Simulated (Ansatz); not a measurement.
# Σ11 (113) boundary in fcc Rh with S (substitutional): structure and resistance

Wanted: what the Σ11 (113) boundary in fcc Rh with S (substitutional) costs an interconnect.

Calculated with Ansatz 0.2.0; Ansatz plane-wave DFT, PBE, PAW files; relaxation of a bicrystal slab with its lowest layers held; PAW set soft_1, in the first sound run; inputs show where later runs differ.

## Step 1: Set-up

The cell holds 17 atoms: 16 Rh and 1 S. Its edges and angles: a = 2.689 Å, b = 4.658 Å, c = 29.397 Å, α = 90.0°, β = 90.0°, γ = 73.2°. It derives from Rh. built on the (1 1 3) plane; 1 overlapping atoms removed and the grains opened by 0.05 Å. Vacuum lies along c.

## Step 2: Relaxing the bicrystal

The boundary is built by mirroring the lower grain in the boundary plane and removing any atoms that overlap; then the S is put in at the boundary. A thin bicrystal slab is relaxed first, with the lowest layers held and the upper grain free to shift and open.

The input, input.yaml:

```yaml
crystal:
  lattice:
    - [2.6891977995, 0.0, 0.0]
    - [1.3445988998, 4.459530044, 0.0]
    - [0.0, 0.0, 29.3968447136]
  atoms:
    - { symbol: Rh, position: [0.9090909092, 0.1818181818, 0.1700862813] }
    - { symbol: Rh, position: [0.6363636364, 0.7272727273, 0.2090931137] }
    - { symbol: Rh, position: [0.3636363637, 0.2727272727, 0.2480999461] }
    - { symbol: Rh, position: [0.090909091, 0.8181818182, 0.2871067785] }
    - { symbol: Rh, position: [0.8181818182, 0.3636363636, 0.3261136109] }
    - { symbol: Rh, position: [0.5454545455, 0.9090909091, 0.3651204433] }
    - { symbol: Rh, position: [0.2727272727, 0.4545454545, 0.4041272757] }
    - { symbol: S, position: [0.0, 0.0, 0.4431341081] }
    - { symbol: Rh, position: [0.2727272727, 0.4545454545, 0.4838418033] }
    - { symbol: Rh, position: [0.5454545455, 0.9090909091, 0.5228486357] }
    - { symbol: Rh, position: [0.8181818182, 0.3636363636, 0.5618554681] }
    - { symbol: Rh, position: [0.090909091, 0.8181818182, 0.6008623005] }
    - { symbol: Rh, position: [0.3636363637, 0.2727272727, 0.6398691328] }
    - { symbol: Rh, position: [0.6363636364, 0.7272727273, 0.6788759652] }
    - { symbol: Rh, position: [0.9090909092, 0.1818181818, 0.7178827976] }
    - { symbol: Rh, position: [0.1818181819, 0.6363636363, 0.75688963] }
    - { symbol: Rh, position: [0.4545454546, 0.0909090909, 0.7958964624] }
kpoints:
  mp_grid: { grid: [9, 9, 1] }
hamiltonian:
  xc: pbe
  pseudopotentials: { kind: paw, azcp: { folder: soft_1 } }
scf:
  occupations: { method: fermi_dirac, width: 0.1 }
relax:
  f_tol: 0.03
  max_steps: 80
  constraints: [{ sites: [0, 1, 2] }]
```

The run is started by

```console
$ ansatz run input.yaml --threads 4 --pin off --max-ram 15360MiB --backend cpu --events-out ev --progress --plain --runs-dir out
```

Numbers of over 12 decimals in the logs are rounded to 6 here.

Log:

```text
Engine: ansatz 0.2.0, aarch64-unknown-linux-gnu
Pseudopotentials: kind: paw
Pseudopotential: Rh, paw, valence charge 17, recommended cutoff 420 eV (normal), soft_1/Rh.paw.azcp
Pseudopotential: S, paw, valence charge 6, recommended cutoff 420 eV (normal), soft_1/S.paw.azcp
Functional definition: PBE
  parameter kappa = 0.804
  parameter beta = 0.066725
  exchange = pbe_x(kappa = kappa, mu = beta*pi^2/3)
  correlation = pbe_c(beta = beta)
Crystal: 17 atoms, lattice volume = 352.543 Å³
Basis set: ecut = 420 eV, 6933 PW (Γ), exchange–correlation on 36×64×400 points (8 copies of the dense FFT grid, shifted against one another)
Bands: 167, of which v1, the nominal top of the filled ones, is band 139 counted from 1 (138 counted from 0)
Symmetry: 2 space group operations
Space group: Cm (ITA 8), of the structure as read, at distance tolerance 7.1e-5 Å
k-points: 25 of 81 (time reversal used)
Non-local potential: Rh, projectors of the file, l = 0: 3, l = 1: 2, l = 2: 2, l = 3: 1
Non-local potential: S, projectors of the file, l = 0: 2, l = 1: 2, l = 2: 1
PAW form: soft (Blöchl's): semilocal exchange-correlation on the pseudo side does not see the compensation charge
PAW one-centre angular grid: Rh, 590 points (default); XC on 64 Gauss nodes
PAW one-centre angular grid: S, 110 points (default); XC on 64 Gauss nodes
Initial density: superposition of atomic densities (neutral atoms: chi_scale 0, normalization atom)
Initial wavefunctions: pseudopotential atomic-orbital guess
Functional: x = pbe(κ = 0.804, μ = 0.219515), c = pbe(β = 0.066725)
SCF iter   1: F=—  HF=-103350.807429 eV  |F-HF|=—  |Δ(HF+E_count)|=         —  Δρ=7.91e-2  dr2=3.01e1  ethr=3.10e-3  ⟨swp⟩=6.4  Hψ=16353  notcnv=0  defer=53
preconditioner: auto → LDOS  [metal: Δε(μ)=0.016 eV  Ē_g=5.940 eV  σ=0.100 eV  W_gap=0.04  n_scr=102 (ndim 8)  ℏωp=24.2 eV  f_vac=0.297  D(μ)=24.51/eV (n_scr^D=296)  β→1.0]
SCF iter   2: F=—  HF=-103354.758461 eV  |F-HF|=—  |Δ(HF+E_count)|=    3.95e0  Δρ=9.98e-2  dr2=3.57e1  ethr=3.10e-3  ⟨swp⟩=3.0  Hψ=11246  notcnv=0  defer=102
SCF iter   3: F=—  HF=-103344.314815 eV  |F-HF|=—  |Δ(HF+E_count)|=    1.04e1  Δρ=1.73e-2  dr2=8.39e-1  ethr=3.10e-3  ⟨swp⟩=2.0  Hψ=8810  notcnv=0  defer=136
SCF iter   4: F=—  HF=-103344.037390 eV  |F-HF|=—  |Δ(HF+E_count)|=   2.77e-1  Δρ=3.59e-3  dr2=9.05e-2  ethr=3.02e-4  ⟨swp⟩=3.2  Hψ=10174  notcnv=0  defer=133
SCF iter   5: F=—  HF=-103344.025679 eV  |F-HF|=—  |Δ(HF+E_count)|=   1.17e-2  Δρ=1.22e-3  dr2=1.56e-2  ethr=3.26e-5  ⟨swp⟩=2.1  Hψ=6309  notcnv=0  defer=133
SCF iter   6: F=—  HF=-103344.024690 eV  |F-HF|=—  |Δ(HF+E_count)|=   9.89e-4  Δρ=6.96e-4  dr2=2.58e-3  ethr=5.62e-6  ⟨swp⟩=2.5  Hψ=7515  notcnv=0  defer=133
SCF iter   7: F=—  HF=-103344.024111 eV  |F-HF|=—  |Δ(HF+E_count)|=   5.79e-4  Δρ=2.33e-4  dr2=3.44e-4  ethr=9.28e-7  ⟨swp⟩=2.9  Hψ=6874  notcnv=0  defer=133
SCF iter   8: F=—  HF=-103344.024093 eV  |F-HF|=—  |Δ(HF+E_count)|=   1.79e-5  Δρ=6.65e-5  dr2=5.30e-5  ethr=1.24e-7  ⟨swp⟩=2.2  Hψ=6395  notcnv=0  defer=133
SCF iter   9: F=-103344.024087 eV  HF=-103344.024101 eV  |F-HF|=1.34e-5  |Δ(HF+E_count)|=   7.67e-6  Δρ=4.20e-5  dr2=1.54e-5  ethr=8.09e-9  ⟨swp⟩=5.0  Hψ=14211  notcnv=0
SCF 1 converged in 9 iterations: F = -103344.024087 eV  dr2 = 1.54e-5
  greatest PAW one-centre occupation: 1.000 electrons in one spin orbital (limit 2), on the Rh atom at site 11 (counted from 0), in its partial waves of l = 0
relax step   1: F+E_penalty+E_count = -103344.02408735 eV  Δ(F+E_penalty+E_count) = +0.000e0 eV  max|allowed force component| = 1.975e0 eV/Å  Δτ_max = 0.0000 Å  (9 SCF iters, dr2 threshold 2.25e-5 eV, accepted)
Initial density: handed on by an earlier stage of this run
Initial wavefunctions: those handed on with the density
iter 1 solved again at ethr=7.78e-4 eV; its pass at ethr=3.10e-3 eV (dr2=2.16e0 eV) is discarded
SCF iter   1: F=—  HF=-103344.350369 eV  |F-HF|=—  |Δ(HF+E_count)|=         —  Δρ=1.56e-2  dr2=2.15e0  ethr=7.78e-4  ⟨swp⟩=1.1  Hψ=16452  notcnv=0  defer=109
preconditioner: auto → LDOS  [metal: Δε(μ)=0.003 eV  Ē_g=5.714 eV  σ=0.100 eV  W_gap=0.01  n_scr=102 (ndim 8)  ℏωp=24.2 eV  f_vac=0.295  D(μ)=26.22/eV (n_scr^D=306)  β→1.0]
SCF iter   2: F=—  HF=-103344.299785 eV  |F-HF|=—  |Δ(HF+E_count)|=   5.06e-2  Δρ=6.55e-3  dr2=3.31e-1  ethr=7.75e-4  ⟨swp⟩=2.1  Hψ=6409  notcnv=0  defer=109
SCF iter   3: F=—  HF=-103344.271810 eV  |F-HF|=—  |Δ(HF+E_count)|=   2.80e-2  Δρ=4.51e-3  dr2=1.11e-1  ethr=1.19e-4  ⟨swp⟩=2.2  Hψ=7527  notcnv=0  defer=109
SCF iter   4: F=—  HF=-103344.250300 eV  |F-HF|=—  |Δ(HF+E_count)|=   2.15e-2  Δρ=1.52e-3  dr2=1.05e-2  ethr=4.00e-5  ⟨swp⟩=2.2  Hψ=6266  notcnv=0  defer=109
SCF iter   5: F=—  HF=-103344.247246 eV  |F-HF|=—  |Δ(HF+E_count)|=   3.05e-3  Δρ=4.15e-4  dr2=1.14e-3  ethr=3.79e-6  ⟨swp⟩=2.0  Hψ=6772  notcnv=0  defer=113
SCF iter   6: F=—  HF=-103344.247104 eV  |F-HF|=—  |Δ(HF+E_count)|=   1.42e-4  Δρ=9.03e-5  dr2=4.84e-5  ethr=4.11e-7  ⟨swp⟩=2.0  Hψ=6884  notcnv=0  defer=114
SCF iter   7: F=-103344.247094 eV  HF=-103344.247096 eV  |F-HF|=2.43e-6  |Δ(HF+E_count)|=   7.70e-6  Δρ=2.10e-5  dr2=3.17e-6  ethr=1.74e-8  ⟨swp⟩=4.6  Hψ=12808  notcnv=0
SCF 2 converged in 7 iterations: F = -103344.247094 eV  dr2 = 3.17e-6
  greatest PAW one-centre occupation: 1.000 electrons in one spin orbital (limit 2), on the Rh atom at site 14 (counted from 0), in its partial waves of l = 0
relax step   2: F+E_penalty+E_count = -103344.24709399 eV  Δ(F+E_penalty+E_count) = -2.230e-1 eV  max|allowed force component| = 4.645e-1 eV/Å  Δτ_max = 0.1913 Å  (7 SCF iters, dr2 threshold 1.00e-4 eV, accepted)
SCF iter   1: F=—  HF=-103344.279793 eV  |F-HF|=—  |Δ(HF+E_count)|=         —  Δρ=5.39e-3  dr2=6.89e-1  ethr=6.08e-4  ⟨swp⟩=4.1  Hψ=8665  notcnv=0  defer=117
preconditioner: auto → LDOS  [metal: Δε(μ)=0.006 eV  Ē_g=5.700 eV  σ=0.100 eV  W_gap=0.01  n_scr=102 (ndim 8)  ℏωp=24.2 eV  f_vac=0.293  D(μ)=26.51/eV (n_scr^D=310)  β→1.0]
SCF iter   2: F=—  HF=-103344.272103 eV  |F-HF|=—  |Δ(HF+E_count)|=   7.69e-3  Δρ=1.93e-3  dr2=2.65e-2  ethr=2.48e-4  ⟨swp⟩=1.3  Hψ=4839  notcnv=0  defer=117
SCF iter   3: F=—  HF=-103344.269247 eV  |F-HF|=—  |Δ(HF+E_count)|=   2.86e-3  Δρ=1.38e-3  dr2=1.01e-2  ethr=9.55e-6  ⟨swp⟩=3.0  Hψ=8787  notcnv=0  defer=117
SCF iter   4: F=—  HF=-103344.266582 eV  |F-HF|=—  |Δ(HF+E_count)|=   2.66e-3  Δρ=2.28e-4  dr2=4.27e-4  ethr=3.64e-6  ⟨swp⟩=2.0  Hψ=7343  notcnv=0  defer=117
SCF iter   5: F=—  HF=-103344.266527 eV  |F-HF|=—  |Δ(HF+E_count)|=   5.52e-5  Δρ=8.71e-5  dr2=8.88e-5  ethr=1.54e-7  ⟨swp⟩=3.2  Hψ=7402  notcnv=0  defer=117
[...]
relax step   7: F+E_penalty+E_count = -103344.49340819 eV  Δ(F+E_penalty+E_count) = -6.661e-2 eV  max|allowed force component| = 5.681e-1 eV/Å  Δτ_max = 0.1326 Å  (6 SCF iters, dr2 threshold 8.88e-5 eV, accepted)
relax step   8: F+E_penalty+E_count = -103344.62840409 eV  Δ(F+E_penalty+E_count) = -1.350e-1 eV  max|allowed force component| = 5.330e-1 eV/Å  Δτ_max = 0.1920 Å  (6 SCF iters, dr2 threshold 1.00e-4 eV, accepted)
relax step   9: F+E_penalty+E_count = -103344.73598379 eV  Δ(F+E_penalty+E_count) = -1.076e-1 eV  max|allowed force component| = 2.506e-1 eV/Å  Δτ_max = 0.1945 Å  (7 SCF iters, dr2 threshold 1.00e-4 eV, accepted)
relax step  10: F+E_penalty+E_count = -103344.79508826 eV  Δ(F+E_penalty+E_count) = -5.910e-2 eV  max|allowed force component| = 1.511e-1 eV/Å  Δτ_max = 0.2000 Å  (7 SCF iters, dr2 threshold 1.39e-5 eV, accepted)
relax step  11: F+E_penalty+E_count = -103344.80016553 eV  Δ(F+E_penalty+E_count) = -5.077e-3 eV  max|allowed force component| = 1.495e-1 eV/Å  Δτ_max = 0.1045 Å  (7 SCF iters, dr2 threshold 5.04e-6 eV, accepted)
relax step  12: F+E_penalty+E_count = -103344.80117038 eV  Δ(F+E_penalty+E_count) = -1.005e-3 eV  max|allowed force component| = 2.625e-1 eV/Å  Δτ_max = 0.0621 Å  (7 SCF iters, dr2 threshold 8.12e-6 eV, accepted)
relax step  13: F+E_penalty+E_count = -103344.80719870 eV  Δ(F+E_penalty+E_count) = -6.028e-3 eV  max|allowed force component| = 2.047e-2 eV/Å  Δτ_max = 0.0415 Å  (5 SCF iters, dr2 threshold 6.74e-5 eV, accepted)
relax step  14: F+E_penalty+E_count = -103344.80720795 eV  Δ(F+E_penalty+E_count) = -9.254e-6 eV  max|allowed force component| = 2.050e-2 eV/Å  Δτ_max = 0.0000 Å  (5 SCF iters, accepted)
relax step  15: F+E_penalty+E_count = -103344.80915760 eV  Δ(F+E_penalty+E_count) = -1.950e-3 eV  max|allowed force component| = 3.430e-2 eV/Å  Δτ_max = 0.0491 Å  (8 SCF iters, accepted)
relax step  16: F+E_penalty+E_count = -103344.82102386 eV  Δ(F+E_penalty+E_count) = -1.187e-2 eV  max|allowed force component| = 1.070e-1 eV/Å  Δτ_max = 0.1954 Å  (8 SCF iters, dr2 threshold 1.18e-6 eV, accepted)
relax step  17: F+E_penalty+E_count = -103344.84537169 eV  Δ(F+E_penalty+E_count) = -2.435e-2 eV  max|allowed force component| = 1.309e-1 eV/Å  Δτ_max = 0.1955 Å  (7 SCF iters, dr2 threshold 1.15e-5 eV, accepted)
relax step  18: F+E_penalty+E_count = -103344.87800152 eV  Δ(F+E_penalty+E_count) = -3.263e-2 eV  max|allowed force component| = 1.457e-1 eV/Å  Δτ_max = 0.1953 Å  (7 SCF iters, dr2 threshold 1.71e-5 eV, accepted)
relax step  19: F+E_penalty+E_count = -103344.90330234 eV  Δ(F+E_penalty+E_count) = -2.530e-2 eV  max|allowed force component| = 1.098e-1 eV/Å  Δτ_max = 0.1945 Å  (7 SCF iters, dr2 threshold 2.12e-5 eV, accepted)
relax step  20: F+E_penalty+E_count = -103344.90618312 eV  Δ(F+E_penalty+E_count) = -2.881e-3 eV  max|allowed force component| = 5.361e-2 eV/Å  Δτ_max = 0.0526 Å  (6 SCF iters, dr2 threshold 6.85e-6 eV, accepted)
relax step  21: F+E_penalty+E_count = -103344.90678082 eV  Δ(F+E_penalty+E_count) = -5.977e-4 eV  max|allowed force component| = 3.058e-2 eV/Å  Δτ_max = 0.0119 Å  (7 SCF iters, accepted)
SCF iter   1: F=—  HF=-103344.908551 eV  |F-HF|=—  |Δ(HF+E_count)|=         —  Δρ=1.42e-3  dr2=3.28e-2  ethr=1.79e-5  ⟨swp⟩=3.3  Hψ=9234  notcnv=0  defer=127
preconditioner: auto → LDOS  [metal: Δε(μ)=0.008 eV  Ē_g=5.770 eV  σ=0.100 eV  W_gap=0.02  n_scr=102 (ndim 8)  ℏωp=24.2 eV  f_vac=0.286  D(μ)=25.84/eV (n_scr^D=306)  β→1.0]
SCF iter   2: F=—  HF=-103344.908117 eV  |F-HF|=—  |Δ(HF+E_count)|=   4.34e-4  Δρ=4.82e-4  dr2=1.26e-3  ethr=1.18e-5  ⟨swp⟩=1.2  Hψ=4883  notcnv=0  defer=123
SCF iter   3: F=—  HF=-103344.908001 eV  |F-HF|=—  |Δ(HF+E_count)|=   1.16e-4  Δρ=3.45e-4  dr2=8.27e-4  ethr=4.54e-7  ⟨swp⟩=3.0  Hψ=7655  notcnv=0  defer=123
SCF iter   4: F=—  HF=-103344.907792 eV  |F-HF|=—  |Δ(HF+E_count)|=   2.09e-4  Δρ=5.26e-5  dr2=2.24e-5  ethr=2.97e-7  ⟨swp⟩=2.6  Hψ=6526  notcnv=0  defer=123
SCF iter   5: F=—  HF=-103344.907120 eV  |F-HF|=—  |Δ(HF+E_count)|=   6.72e-4  Δρ=1.96e-5  dr2=3.56e-6  ethr=8.06e-9  ⟨swp⟩=3.0  Hψ=7682  notcnv=0  defer=123
SCF iter   6: F=—  HF=-103344.907120 eV  |F-HF|=—  |Δ(HF+E_count)|=   9.92e-8  Δρ=9.71e-6  dr2=8.03e-7  ethr=1.28e-9  ⟨swp⟩=2.0  Hψ=5810  notcnv=0  defer=123
SCF iter   7: F=-103344.907120 eV  HF=-103344.907120 eV  |F-HF|=5.16e-8  |Δ(HF+E_count)|=   8.22e-8  Δρ=3.15e-6  dr2=8.28e-8  ethr=3.60e-11  ⟨swp⟩=3.7  Hψ=16350  notcnv=0
SCF 22 converged in 7 iterations: F = -103344.907120 eV  dr2 = 8.28e-8
relax step  22: F+E_penalty+E_count = -103344.90711985 eV  Δ(F+E_penalty+E_count) = -3.390e-4 eV  max|allowed force component| = 1.292e-2 eV/Å  Δτ_max = 0.0244 Å  (7 SCF iters, accepted)
SCF converged after 7 iterations
Free energy (F): -103344.907120 eV
Harris-Foulkes:  -103344.907120 eV  (|F-HF|=5.16e-8)
Internal energy: -103344.054721 eV  (E = F + TS)
E sigma→0 (E₀):  -103344.480921 eV
Entropy (-TS):   -0.852398 eV (-50.141 meV/atom)
Fermi energy:    12.823397 eV
--- Per-component energies (eV) ---
  E_band       = -3877.045572
  E_kinetic    = 8696.744672
  E_local      = -291668.863682  (includes V_loc(G=0)·N_el)
  E_nonlocal   = 4816.731213
  E_hartree    = 141519.515951
  E_xc         = -3310.383202
  E_vxc        = -4124.558189  (∫ρ·V_xc dr)
  E_paw        = -58264.780689  (= ΣΔE_a)
  E_vpaw       = -4636.097030  (= ΣTr[D̂ρ^β])
  E_aug_tail   = 0.001299  (compensation charges beyond the density's cutoff)
  E_ewald      = 94866.979716
  E_smearing   = -0.852398  (= −TS)
  E_closure    = -0.000000  (closes the sum)
  Σ components = -103344.907120   (vs F -103344.907120, Δ=0.00e0)
--- Forces (eV/Å), atoms counted from 1 ---
  atom   1  Rh    -0.00000000    -0.05179252     0.71870056
  atom   2  Rh     0.00000000     0.02371501    -0.44669543
  atom   3  Rh     0.00000000     0.03884453    -0.27385370
  atom   4  Rh     0.00000000     0.00584248     0.00321710
  atom   5  Rh    -0.00000000    -0.01291594     0.00212589
  atom   6  Rh    -0.00000000    -0.00014456     0.00535303
  atom   7  Rh    -0.00000000    -0.01025497     0.00336783
  atom   8  S      0.00000000     0.00079676    -0.00658512
  atom   9  Rh     0.00000000     0.00498945     0.00085122
  atom  10  Rh     0.00000000     0.01047585     0.00506312
  atom  11  Rh    -0.00000000    -0.00437506    -0.00576079
  atom  12  Rh    -0.00000000    -0.00645967    -0.00202161
  atom  13  Rh     0.00000000     0.00030429    -0.00174590
  atom  14  Rh     0.00000000     0.00077598    -0.00190715
  atom  15  Rh     0.00000000     0.00021227    -0.00188622
  atom  16  Rh    -0.00000000    -0.00054495     0.00089678
  atom  17  Rh     0.00000000     0.00057170     0.00069276
  max |Σ_I F_I| component: 1.88e-4 eV/Å
--- Relaxed structure (22 steps of the walk, 22 accepted, 0 SCFs on fresh bases) ---
  F+E_penalty+E_count = -103344.90711985 eV   max|allowed force component| = 1.292e-2 eV/Å
  atoms:
    - { symbol: Rh, position: [0.9090909091, 0.1818181818, 0.1700862813] }
    - { symbol: Rh, position: [0.63636363635, 0.7272727273, 0.2090931137] }
    - { symbol: Rh, position: [0.36363636365, 0.272727, 0.2480999461] }
    - { symbol: Rh, position: [0.091441, 0.817118, 0.287446] }
    - { symbol: Rh, position: [0.817915, 0.364171, 0.326298] }
    - { symbol: Rh, position: [0.547954, 0.904093, 0.365959] }
    - { symbol: Rh, position: [0.274624, 0.450752, 0.411687] }
    - { symbol: S, position: [-0.0022306, 0.00446121, 0.433537] }
    - { symbol: Rh, position: [0.425709, 0.148583, 0.495442] }
    - { symbol: Rh, position: [0.696892, 0.606217, 0.535092] }
    - { symbol: Rh, position: [0.971793, 0.056414, 0.573626] }
    - { symbol: Rh, position: [0.243831, 0.512339, 0.613555] }
    - { symbol: Rh, position: [0.515421, -0.030842, 0.653063] }
    - { symbol: Rh, position: [0.787408, 0.425184, 0.691540] }
    - { symbol: Rh, position: [1.058258, -0.116516, 0.730973] }
    - { symbol: Rh, position: [0.333809, 0.332383, 0.772198] }
    - { symbol: Rh, position: [0.607421, -0.214843, 0.806037] }
```

Elapsed: 16 min, on 4 threads of Arm Neoverse V1, shared host; peak memory 2 GiB; 65 min of CPU time.

Relaxation path:

```
step  energy less that of the first step (eV)  largest force component (eV/Å)
   1                                   0.0000                          1.9748
   2                                  -0.2230                          0.4645
   3                                  -0.2424                          0.0809
   4                                  -0.2454                          0.1026
   5                                  -0.3084                          0.4470
   6                                  -0.4027                          0.3649
   7                                  -0.4693                          0.5681
   8                                  -0.6043                          0.5330
   9                                  -0.7119                          0.2506
  10                                  -0.7710                          0.1511
  11                                  -0.7761                          0.1495
  12                                  -0.7771                          0.2625
  13                                  -0.7831                          0.0205
  14                                  -0.7831                          0.0205
  15                                  -0.7851                          0.0343
  16                                  -0.7969                          0.1070
  17                                  -0.8213                          0.1309
  18                                  -0.8539                          0.1457
  19                                  -0.8792                          0.1098
  20                                  -0.8821                          0.0536
  21                                  -0.8827                          0.0306
  22                                  -0.8830                          0.0129
```

The run keeps the 2 symmetry operations that it works with, so distortions that break them were not tested.

The atoms that moved most (Å):

```
atom     dx      dy     dz  length
Rh16  0.000  -1.356  0.450   1.428
Rh12  0.000  -1.364  0.373   1.414
Rh11  0.000  -1.370  0.346   1.413
Rh13  0.000  -1.354  0.388   1.408
 Rh9  0.000  -1.364  0.341   1.406
Rh10  0.000  -1.351  0.360   1.398
Rh14  0.000  -1.347  0.372   1.398
Rh17  0.000  -1.364  0.298   1.396
```

The relaxed structure:

```cif
data_structure
_symmetry_space_group_name_H-M 'P 1'
_symmetry_Int_Tables_number 1
_cell_length_a 2.6892
_cell_length_b 4.6578
_cell_length_c 29.3968
_cell_angle_alpha 90.000
_cell_angle_beta 90.000
_cell_angle_gamma 73.221
_cell_volume 352.54
loop_
_atom_site_label
_atom_site_type_symbol
_atom_site_fract_x
_atom_site_fract_y
_atom_site_fract_z
_atom_site_occupancy
Rh1 Rh 0.90909 0.18182 0.17009 1
Rh2 Rh 0.63636 0.72727 0.20909 1
Rh3 Rh 0.36364 0.27273 0.24810 1
Rh4 Rh 0.09144 0.81712 0.28745 1
Rh5 Rh 0.81791 0.36417 0.32630 1
Rh6 Rh 0.54795 0.90409 0.36596 1
Rh7 Rh 0.27462 0.45075 0.41169 1
S8 S 0.99777 0.00446 0.43354 1
Rh9 Rh 0.42571 0.14858 0.49544 1
Rh10 Rh 0.69689 0.60622 0.53509 1
Rh11 Rh 0.97179 0.05641 0.57363 1
Rh12 Rh 0.24383 0.51234 0.61356 1
Rh13 Rh 0.51542 0.96916 0.65306 1
Rh14 Rh 0.78741 0.42518 0.69154 1
Rh15 Rh 0.05826 0.88348 0.73097 1
Rh16 Rh 0.33381 0.33238 0.77220 1
Rh17 Rh 0.60742 0.78516 0.80604 1
```

This step gave:

* free energy: -103344.9071 eV
* energy at zero smearing: -103344.4809 eV
* Fermi energy: 12.82 eV

The largest force component on a free atom ends at 0.013 eV/Å, under the tolerance of 0.03, after 22 steps.

(Continued in part 2 of 2.)

[Logs are printed without paths, hosts, clocks, repeated set-up lines and the standing remarks that a program may print on its own settings, such as how far it seeks lower states.]

[Hosts, paths, dates, database ids (printed as entryN), source tags and the programs' standing remarks are cut or masked in the printed files.]
